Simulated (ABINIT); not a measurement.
SiC (Moissanite 6H):

```
Si C
1.0
     3.09500    0.00000    0.00000
    -1.54750    2.68035    0.00000
     0.00000    0.00000   15.17000
Si C
6 6
Direct
  0.66667 0.33333 0.45830
  0.33333 0.66667 0.95830
  0.66667 0.33333 0.79170
  0.33333 0.66667 0.29170
  0.00000 0.00000 0.62500
  0.00000 0.00000 0.12500
  0.66667 0.33333 0.33330
  0.33333 0.66667 0.83330
  0.66667 0.33333 0.66670
  0.33333 0.66667 0.16670
  0.00000 0.00000 0.50000
  0.00000 0.00000 0.00000
```

Base run:

| Property | Result |
| --- | --- |
| Program | ABINIT 10.8.3 (patched build) |
| Functional | PBE |
| Potentials or basis | JTH PAW PBE v2.0 |
| Cutoff | 517 eV |
| k mesh | 10 × 10 × 2 |
| Occupations | fermi-dirac, width 0.05 eV |
| Spin | no spin polarisation |

Its results: band gap on the k mesh 2.03 eV, indirect (least direct gap 3.14 eV); pressure -0.3 GPa; largest force 0.136 eV/Å.

Problem. The run is repeated on the same cell with these changes: functional from PBE to r2SCAN; cutoff from 517 eV to 626 eV; fine-grid cutoff from 1034.03 eV to 1224.51 eV. What comes out?

Solution. Band gap on the k mesh 2.36 eV, indirect (least direct gap 3.52 eV); pressure -1.7 GPa; largest force 0.066 eV/Å.

Caveats: the PAW data sets were made with another functional, which shifts forces and pressure a little (some runs).
